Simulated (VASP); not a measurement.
Runs of VASP 6.6.1 on AlN. It takes space group P6_3mc (No. 186, hexagonal). Conventional cell: a = 3.130 Å, b = 3.130 Å, c = 5.018 Å, α = 90.00°, β = 90.00°, γ = 120.00°. Al (site symmetry 3m) has 4 N at 1.90 to 1.91 Å as nearest neighbours. N (site symmetry 3m) has 4 Al at 1.90 to 1.91 Å as nearest neighbours. The cell was built by a generator and needn't be a form met in nature.

```csv
task,level,potentials or basis,cell,k mesh,cutoff (eV),smearing,exchange at q = 0,grid for exact exchange (PRECFOCK),gap on the mesh (eV),pressure (GPa)
relaxation of cell and atoms,LDA,"VASP PAW LDA potentials, release 64 (Al, N)",relaxed,12 × 12 × 6,600,fermi-dirac 0.02 eV,-,-,(b),0.0
single point,LDA,"VASP PAW LDA potentials, release 64 (Al, N)","P6_3mc, 10.21 Å³/atom",12 × 12 × 6,520,fermi-dirac 0.02 eV,-,-,4.42,0.6
single point,LDA,"VASP PAW LDA potentials, release 64 (Al, N)","P6_3mc, 10.4 Å³/atom",12 × 12 × 6,520,gaussian 0.01 eV,-,-,(a),-3.2
single point,PBE0,"VASP PAW PBE potentials, release 64 (Al, N)","P6_3mc, 10.4 Å³/atom",6 × 6 × 4,520,gaussian 0.01 eV,truncated,Normal,6.32,-0.8
```

Alike in all rows: no spin polarisation.

Question: Fill in the values left out.

Answer: (a) 4.27; (b) 4.40.

Caveats: the PAW data sets were made with another functional, which shifts forces and pressure a little (some runs).

A k mesh can miss the band edges.

Runs at the PBE level aren't shown here.
